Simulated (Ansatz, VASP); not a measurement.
H in VASP and in Ansatz

```xyz
4
Lattice="1.5661 -2.5951 0.0000 1.5661 2.5951 0.0000 0.0000 0.0000 6.6295" Properties=species:S:1:pos:R:3 pbc="T T T"
H     1.5661   -0.3519    6.6262
H     1.5661    0.3519    0.0032
H     1.5661    0.3519    3.3115
H     1.5661   -0.3519    3.3179
```

Change from the starting cell: strain -0.050 along x and y, +0.050 along z, atoms carried along.

Alike in both runs: task single point; functional LDA; k mesh 8 × 8 × 4; occupations gaussian, width 0.05 eV; no spin polarisation.

|  | VASP | Ansatz |
| --- | --- | --- |
| version | VASP 6.6.1 | Ansatz 0.2.0 |
| potentials or method | VASP PAW LDA potentials, release 64 (H) | scalar-relativistic, plane waves, PAW |
| plane-wave cutoff (eV) | 520 | 420 |
| valence electrons in the cell | 4 | 4 |

```tsv
	VASP	Ansatz	Ansatz less VASP
gap on the k mesh at the Fermi level (eV)	8.27	8.28	+0.006
least direct gap on the mesh (eV)	8.29	8.30	+0.006
pressure (GPa)	3.0	3.1	+0.17
largest component of the traceless stress (GPa)	6.98	6.99	+0.011
rms of the force components (eV/Å)	1.477	1.474	-0.0036
```

Atom by atom the forces differ by 0.004 eV/Å (rms over components).

Caveats: forces of over 1 eV/Å show positions far from the minimum, so gaps and moduli don't describe the material at rest. A k mesh can miss the band edges.
